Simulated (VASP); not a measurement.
# Re (Fd-3m) in VASP: a series of runs

One crystal, Re, is run at these levels: BLYP; tasks: single point, relaxation of cell and atoms.

All numbers are computed with VASP 6.6.1; they aren't measurements. Logs are shortened: lines on timing, memory, paths and dates and some standing lists are left out, and cuts for length are marked.

## (1) The structure

The structure is cubic, space group Fd-3m (No. 227). Conventional cell: a = 5.725 Å, b = 5.725 Å, c = 5.725 Å, α = 90.00°, β = 90.00°, γ = 90.00°. Re (site symmetry -43m) is surrounded by 4 Re at 2.48 Å.

This isn't the form of Re at room conditions, which is hcp.

## (2) Single point, BLYP

INCAR reads:

```
SYSTEM = Re
PREC = Accurate
ENCUT = 520
EDIFF = 1E-6
ISMEAR = -1
SIGMA = 0.1
LREAL = .FALSE.
LASPH = .TRUE.
NELM = 100
ALGO = Fast
ISIF = 2
LWAVE = .FALSE.
LCHARG = .FALSE.
GGA = B5
ALDAX = 1.0
AGGAX = 1.0
AGGAC = 1.0
ALDAC = 0.0
NBANDS = 14
```

KPOINTS reads:

```
regular mesh
0
G
  16 16 16
  0 0 0
```

POSCAR reads:

```
Re
1.0
    0.0000000000      2.8623269710      2.8623269710
    2.8623269710      0.0000000000      2.8623269710
    2.8623269710      2.8623269710      0.0000000000
Re
2
Direct
    0.1250000000      0.1250000000      0.1250000000
    0.8750000000      0.8750000000      0.8750000000
```

Potentials or basis: VASP PAW PBE potentials, release 64 (Re).

Run with:

```
> cat potpaw_PBE.64/Re/POTCAR > POTCAR
> mpirun -np 1 vasp_std > vasp.out
```

OUTCAR:

```text
SYSTEM = Re
   PREC = Accurate
   ENCUT = 520
   EDIFF = 1E-6
   ISMEAR = -1
   LREAL = .FALSE.
   LASPH = .TRUE.
   NELM = 100
   ISIF = 2
   GGA = B5

 ion  position               nearest neighbor table
   1  0.125  0.125  0.125-   2 2.48   2 2.48   2 2.48   2 2.48
   2  0.875  0.875  0.875-   1 2.48   1 2.48   1 2.48   1 2.48

  LATTYP: Found a face centered cubic cell.
 ALAT       =     5.7246539420

  Lattice vectors:

 A1 = (   0.0000000000,   2.8623269710,   2.8623269710)
 A2 = (   2.8623269710,   0.0000000000,   2.8623269710)
 A3 = (   2.8623269710,   2.8623269710,   0.0000000000)

Analysis of symmetry for initial positions (statically):
=====================================================================
 Subroutine PRICEL returns:
 Original cell was already a primitive cell.

 Routine SETGRP: Setting up the symmetry group for a
 face centered cubic supercell.

 Subroutine GETGRP returns: Found 48 space group operations
 (whereof 12 operations were pure point group operations)
 out of a pool of 48 trial point group operations.

The static configuration has the point symmetry D_3d.
 The point group associated with its full space group is O_h .

Analysis of symmetry for dynamics (positions and initial velocities):
=====================================================================
 Subroutine PRICEL returns:
 Original cell was already a primitive cell.

 Routine SETGRP: Setting up the symmetry group for a
 face centered cubic supercell.

 Subroutine GETGRP returns: Found 48 space group operations
 (whereof 12 operations were pure point group operations)
 out of a pool of 48 trial point group operations.

The dynamic configuration has the point symmetry D_3d.
 The point group associated with its full space group is O_h .

 Subroutine INISYM returns: Found 48 space group operations
 (whereof 12 operations are pure point group operations),
 and found     1 'primitive' translations

----------------------------------------------------------------------------------------

                                     Primitive cell

  volume of cell :      46.9016

  direct lattice vectors                    reciprocal lattice vectors
     0.000000000  2.862326971  2.862326971    -0.174683048  0.174683048  0.174683048
     2.862326971  0.000000000  2.862326971     0.174683048 -0.174683048  0.174683048
     2.862326971  2.862326971  0.000000000     0.174683048  0.174683048 -0.174683048

  length of vectors
     4.047941622  4.047941622  4.047941622     0.302559915  0.302559915  0.302559915

  position of ions in fractional coordinates (direct lattice)
     0.125000000  0.125000000  0.125000000
     0.875000000  0.875000000  0.875000000

  ion indices of the primitive-cell ions
   primitive index   ion index
                 1           1
                 2           2

----------------------------------------------------------------------------------------

 KPOINTS: regular mesh

Automatic generation of k-mesh.
 Grid dimensions read from file:
 generate k-points for:   16   16   16

 Generating k-lattice:

  Cartesian coordinates                     Fractional coordinates (reciprocal lattice)
    -0.010917691  0.010917691  0.010917691     0.062500000  0.000000000  0.000000000
     0.010917691 -0.010917691  0.010917691     0.000000000  0.062500000  0.000000000
     0.010917691  0.010917691 -0.010917691     0.000000000  0.000000000  0.062500000

  Length of vectors
     0.018909995  0.018909995  0.018909995

  Shift w.r.t. Gamma in fractional coordinates (k-lattice)
     0.000000000  0.000000000  0.000000000

 Subroutine IBZKPT returns following result:
 ===========================================

 Found    145 irreducible k-points:

 Following reciprocal coordinates:
            Coordinates               Weight
  0.000000  0.000000  0.000000      1.000000
  0.062500  0.000000  0.000000      8.000000
  0.125000  0.000000  0.000000      8.000000
  0.187500  0.000000  0.000000      8.000000
  0.250000  0.000000  0.000000      8.000000
  0.312500  0.000000  0.000000      8.000000
[... 16 lines left out ...]
 -0.125000  0.062500  0.000000     24.000000
 -0.062500  0.062500  0.000000     12.000000
 [... further k-points ...]
   k-points           NKPTS =    145   k-points in BZ     NKDIM =    145   number of bands    NBANDS=     14
   number of dos      NEDOS =    301   number of ions     NIONS =      2
   total plane-waves  NPLWV =  27000
   dimension x,y,z NGX =    30 NGY =   30 NGZ =   30
   dimension x,y,z NGXF=    60 NGYF=   60 NGZF=   60
   ions per type =               2
   NGX,Y,Z   is equivalent  to a cutoff of  12.32, 12.32, 12.32 a.u.
   NGXF,Y,Z  is equivalent  to a cutoff of  24.64, 24.64, 24.64 a.u.
 SYSTEM =  Re
   PREC   = accura    normal or accurate (medium, high low for compatibility)
   ISTART =      0    job   : 0-new  1-cont  2-samecut
   ICHARG =      2    charge: 1-file 2-atom 10-const
   ISPIN  =      1    spin polarized calculation?
[... 72 lines left out ...]
     10       7.5026      0.00000
     11       7.5026      0.00000
     12      14.9743      0.00000
     13      15.1682      0.00000
     14      16.5124      0.00000

 k-point     2 :       0.0625    0.0000    0.0000
  band No.  band energies     occupation
      1      -2.7991      2.00000
      2       0.7848      2.00000
      3       0.7848      2.00000
      4       1.4882      2.00000
      5       1.5726      2.00000
      6       1.5726      2.00000
      7       4.1679      0.01681
      8       4.2441      0.00788
      9       4.2441      0.00788
     10       7.4946      0.00000
     11       7.4946      0.00000
     12      14.7298      0.00000
     13      15.2259      0.00000
     14      16.5695      0.00000

 k-point     3 :       0.1250    0.0000    0.0000
  band No.  band energies     occupation
      1      -2.5983      2.00000
      2       0.7063      2.00000
      3       0.7063      2.00000
      4       1.4585      2.00000
      5       1.7281      2.00000
      6       1.7281      2.00000
      7       3.9303      0.16727
      8       4.2265      0.00939
      9       4.2265      0.00939
     10       7.4675      0.00000
     11       7.4676      0.00000
     12      14.1006      0.00000
     13      14.8897      0.00000
     14      16.3523      0.00000

 k-point     4 :       0.1875    0.0000    0.0000
  band No.  band energies     occupation
      1      -2.2784      2.00000
      2       0.6536      2.00000
      3       0.6536      2.00000
      4       1.4165      2.00000
      5       1.8661      2.00000
      6       1.8661      2.00000
      7       3.6036      1.41080
      8       4.2464      0.00770
      9       4.2464      0.00770
     10       7.4127      0.00000
     11       7.4127      0.00000
     12      12.8203      0.00000
     13      14.3840      0.00000
     14      15.7495      0.00000

 k-point     5 :       0.2500    0.0000    0.0000
  band No.  band energies     occupation
      1      -1.8649      2.00000
      2       0.6523      2.00000
      3       0.6523      2.00000
      4       1.3657      2.00000
      5       1.9124      2.00000
      6       1.9124      2.00000
      7       3.2667      1.97163
      8       4.3576      0.00254
      9       4.3576      0.00254
     10       7.3187      0.00000
     11       7.3187      0.00000
[... 276 lines left out ...]
 k-point    22 :      -0.1875    0.0625    0.0000
  band No.  band energies     occupation
      1      -2.0915      2.00000
      2       0.4987      2.00000
      3       0.7931      2.00000
      4       1.3992      2.00000
      5       1.7369      2.00000
      6       2.0824      2.00000
      7       3.4522      1.83156
      8       4.0959      0.03425
      9       4.4706      0.00082
     10       7.1392      0.00000
     11       7.5804      0.00000
     12      12.3048      0.00000
     13      14.1570      0.00000
     14      14.7107      0.00000

 k-point    23 :      -0.1250    0.0625    0.0000
  band No.  band energies     occupation
      1      -2.4448      2.00000
      2       0.5517      2.00000
      3       0.8011      2.00000
      4       1.4635      2.00000
      5       1.6579      2.00000
      6       1.9354      2.00000
      7       3.7402      0.75808
      8       4.1135      0.02881
      9       4.3778      0.00208
     10       7.2792      0.00000
     11       7.5897      0.00000
     12      13.7116      0.00000
     13      14.5770      0.00000
     14      15.4905      0.00000

 k-point    24 :      -0.0625    0.0625    0.0000
  band No.  band energies     occupation
      1      -2.6863      2.00000
      2       0.6563      2.00000
      3       0.8183      2.00000
      4       1.5011      2.00000
      5       1.5616      2.00000
      6       1.7419      2.00000
      7       3.9996      0.08728
      8       4.1797      0.01496
      9       4.3182      0.00377
     10       7.3981      0.00000
     11       7.5567      0.00000
     12      14.4436      0.00000
     13      15.1978      0.00000
     14      16.1709      0.00000

 [... further k-points ...]

------------------------ aborting loop because EDIFF is reached ----------------------------------------

  FORCE on cell =-STRESS in cart. coord.  units (eV):
  Direction    XX          YY          ZZ          XY          YZ          ZX
  --------------------------------------------------------------------------------------
  -------------------------------------------------------------------------------------
  Total       -0.1352170     -0.1352170     -0.1352170      0.0000000     -0.0000000     -0.0000000
  in kB       -4.6190648     -4.6190648     -4.6190648      0.0000000     -0.0000000     -0.0000000
  external PRESSURE =      -4.6190648 kB  Pullay stress =       0.0000000 kB

 VOLUME and BASIS-vectors are now :
 -----------------------------------------------------------------------------
  energy-cutoff  :      520.00
  volume of cell :       46.90
      direct lattice vectors                 reciprocal lattice vectors
     0.000000000  2.862326971  2.862326971    -0.174683048  0.174683048  0.174683048
     2.862326971  0.000000000  2.862326971     0.174683048 -0.174683048  0.174683048
     2.862326971  2.862326971  0.000000000     0.174683048  0.174683048 -0.174683048

 POSITION                                       TOTAL-FORCE (eV/Angst)
 -----------------------------------------------------------------------------------
      0.71558      0.71558      0.71558         0.000000      0.000000      0.000000
      5.00907      5.00907      5.00907        -0.000000     -0.000000     -0.000000
 -----------------------------------------------------------------------------------
    total drift:                               -0.000000      0.000000      0.000000

  FREE ENERGIE OF THE ION-ELECTRON SYSTEM (eV)
  ---------------------------------------------------
  free  energy   TOTEN  =       -19.6171830828 eV

  energy  without entropy=      -19.5668771383  energy(sigma->0) =      -19.59203011
```

Run time: 95 s. Hardware: 1 thread of Intel Xeon 6975P-C (Granite Rapids), shared host; peak memory 0.2 GiB.

What came out:

- Free energy: -19.6172 eV
- Pressure: -0.5 GPa
- Band gap on the k mesh: none (metal or under the smearing width)

Caveat: the PAW data sets were made with another functional, which shifts forces and pressure a little. The run has no spin-orbit coupling, so splittings on Re are missing.

## (3) Single point, BLYP

This run uses another cell than the first one, of 24.39 Å³/atom, 1.040 times its volume.

INCAR reads:

```
SYSTEM = Re
  PREC = Accurate
  ENCUT = 520
  EDIFF = 1E-7
  ISMEAR = -1
  SIGMA = 0.1
  LREAL = .FALSE.
  LASPH = .TRUE.
  NELM = 60
  ALGO = Normal
  ISIF = 2
  LWAVE = .FALSE.
  LCHARG = .FALSE.
  GGA = B5
  ALDAX = 1.0
  AGGAX = 1.0
  AGGAC = 1.0
  ALDAC = 0.0
  NBANDS = 14
```

KPOINTS reads:

```
regular mesh
0
G
  11 11 11
  0 0 0
```

POSCAR reads:

```
Re
1.0
    0.0000000000      2.8999934875      2.8999934875
    2.8999934875      0.0000000000      2.8999934875
    2.8999934875      2.8999934875      0.0000000000
Re
2
Direct
    0.1250000000      0.1250000000      0.1250000000
    0.8750000000      0.8750000000      0.8750000000
```

Potentials or basis: VASP PAW PBE potentials, release 64 (Re).

Run with:

```
> cat potpaw_PBE.64/Re/POTCAR > POTCAR
> mpirun -np 1 vasp_std > vasp.out
```

Run time: 34 s. Hardware: 1 thread of Intel Xeon 6975P-C (Granite Rapids), shared host; peak memory 0.18 GiB.

Results (log left out):

```
Free energy            : -19.5792 eV
Pressure               : -6.1 GPa
Band gap on the k mesh : none (metal or under the smearing width)
```

Levels at points of the mesh, in eV from the Fermi level:
```
           k point  band 3  band 4  band 5  band 6  band 7  band 8  band 9  band 10  band 11  band 12
(0.00, 0.00, 0.00)   -2.72   -2.13   -2.13   -2.13    0.53    0.53    0.53     3.58     3.58    11.08
```

Caveat: the PAW data sets were made with another functional, which shifts forces and pressure a little.

## (4) Single point, BLYP

INCAR reads:

```
PREC = Accurate
ENCUT = 520
EDIFF = 1E-7
ISMEAR = -1
SIGMA = 0.1
LREAL = F
LASPH = T
NELM = 80
ALGO = Fast
ISIF = 2
LWAVE = F
LCHARG = T
GGA = B5
ALDAX = 1.0
AGGAX = 1.0
AGGAC = 1.0
ALDAC = 0.0
LELF = T
LVHAR = T
NBANDS = 14
```

KPOINTS reads:

```
regular mesh
0
Gamma
  10 10 10
```

POSCAR reads:

```
Re
1.0
    0.0000000000      2.8623269710      2.8623269710
    2.8623269710      0.0000000000      2.8623269710
    2.8623269710      2.8623269710      0.0000000000
Re
2
Direct
    0.1250000000      0.1250000000      0.1250000000
    0.8750000000      0.8750000000      0.8750000000
```

Run with:

```
> cat potpaw_PBE.64/Re/POTCAR > POTCAR
> mpirun -np 1 vasp_std > vasp.out
```

Run time: 33 s. Hardware: 1 thread of Intel Xeon 6975P-C (Granite Rapids), shared host; peak memory 0.16 GiB.

It converged, with:

```
Free energy            : -19.6168 eV
Pressure               : -0.4 GPa
Band gap on the k mesh : none (metal or under the smearing width)
```

Levels at points of the mesh, in eV from the Fermi level:
```
           k point  band 5  band 6  band 7  band 8  band 9  band 10
(0.00, 0.00, 0.00)   -2.18   -2.18    0.58    0.58    0.58     3.83
(0.50, 0.00, 0.00)   -2.38   -2.38   -0.73    1.59    1.59     3.04
(0.50, 0.50, 0.00)   -1.89   -1.89    0.00    0.00    3.40     3.40
```

Caveat: the PAW data sets were made with another functional, which shifts forces and pressure a little.

## (5) Relaxation of cell and atoms, BLYP

This run uses another cell than the first one, of 19.86 Å³/atom, 0.847 times its volume.

INCAR reads:

```
PREC = Accurate
ENCUT = 600
EDIFF = 1E-6
ISMEAR = -1
SIGMA = 0.1
LREAL = F
LASPH = T
NELM = 60
ALGO = Normal
ISIF = 3
LWAVE = F
LCHARG = F
GGA = B5
ALDAX = 1.0
AGGAX = 1.0
AGGAC = 1.0
ALDAC = 0.0
IBRION = 2
NSW = 80
EDIFFG = -0.01
```

KPOINTS is that of step 4.

POSCAR reads:

```
Re
1.0
    0.0000000000      2.7082441576      2.7082441576
    2.7082441576      0.0000000000      2.7082441576
    2.7082441576      2.7082441576      0.0000000000
Re
2
Direct
    0.1250000000      0.1250000000      0.1250000000
    0.8750000000      0.8750000000      0.8750000000
```

Run with:

```
> cat potpaw_PBE.64/Re/POTCAR > POTCAR
> mpirun -np 1 vasp_std > vasp.out
```

It took 98 s on 1 thread of Intel Xeon 6975P-C (Granite Rapids), shared host; peak memory 0.19 GiB.

Results (log left out):

- Free energy: -19.6154 eV
- Relaxed volume: 23.39 Å³/atom
- Relaxed cell: a = 4.044 Å, b = 4.044 Å, c = 4.044 Å, α = 60.00°, β = 60.00°, γ = 60.00°
- Space group after relaxing (to 0.05 Å): Fd-3m (No. 227)
- Energy gained by relaxing: 349.8 meV/atom
- Ionic steps: 5
- Pressure after relaxing: 0.0 GPa
- Band gap on the k mesh: none (metal or under the smearing width)

Step by step:
| step | energy change (eV) | largest force (eV/Å) | pressure (GPa) | volume (Å³) |
| --- | --- | --- | --- | --- |
| 1 | 0.0000 | 0.0000 | 36.45 | 39.73 |
| 2 | 2.3274 | 0.0000 | -25.76 | 71.79 |
| 3 | -0.6847 | 0.0000 | -3.89 | 48.00 |
| 4 | -0.6992 | 0.0000 | -0.75 | 47.00 |
| 5 | -0.6997 | 0.0000 | 0.00 | 46.77 |

Final structure:
```cif
data_structure
_symmetry_space_group_name_H-M 'P 1'
_symmetry_Int_Tables_number 1
_cell_length_a 4.0443
_cell_length_b 4.0443
_cell_length_c 4.0443
_cell_angle_alpha 60.000
_cell_angle_beta 60.000
_cell_angle_gamma 60.000
_cell_volume 46.77
loop_
_atom_site_label
_atom_site_type_symbol
_atom_site_fract_x
_atom_site_fract_y
_atom_site_fract_z
_atom_site_occupancy
Re1 Re 0.12500 0.12500 0.12500 1
Re2 Re 0.87500 0.87500 0.87500 1
```

Levels at points of the mesh, in eV from the Fermi level:
```csv
k point,band 4,band 5,band 6,band 7,band 8,band 9,band 10,band 11
"(0.00, 0.00, 0.00)",-2.18,-2.18,-2.18,0.58,0.58,0.58,3.84,3.84
"(0.50, 0.00, 0.00)",-2.56,-2.39,-2.39,-0.73,1.60,1.60,3.05,3.05
"(0.50, 0.50, 0.00)",-2.32,-1.89,-1.89,0.00,0.00,3.41,3.41,4.43
```

Caveat: the volume moved by over 15 % at a fixed basis, so the end points are rough; the PAW data sets were made with another functional, which shifts forces and pressure a little. The run has no spin-orbit coupling, so splittings on Re are missing.

## (6) Summary

| task | cell | k mesh | cutoff (eV) | gap on the mesh (eV) | pressure (GPa) |
| --- | --- | --- | --- | --- | --- |
| single point | Fd-3m, 23.45 Å³/atom | 16 × 16 × 16 | 520 | none | -0.5 |
| single point | Fd-3m, 24.39 Å³/atom | 11 × 11 × 11 | 520 | none | -6.1 |
| single point | Fd-3m, 23.45 Å³/atom | 10 × 10 × 10 | 520 | none | -0.4 |
| relaxation of cell and atoms | relaxed | 10 × 10 × 10 | 600 | none | 0.0 |

Alike in all rows: level BLYP; potentials or basis VASP PAW PBE potentials, release 64 (Re); no spin polarisation; smearing fermi-dirac 0.1 eV.

Every run on the cell as given and a fine mesh finds a metal.

Caveats: the PAW data sets were made with another functional, which shifts forces and pressure a little; the volume moved by over 15 % at a fixed basis, so the end points are rough (some runs).

Absolute energies hang on the potentials; compare differences alone.
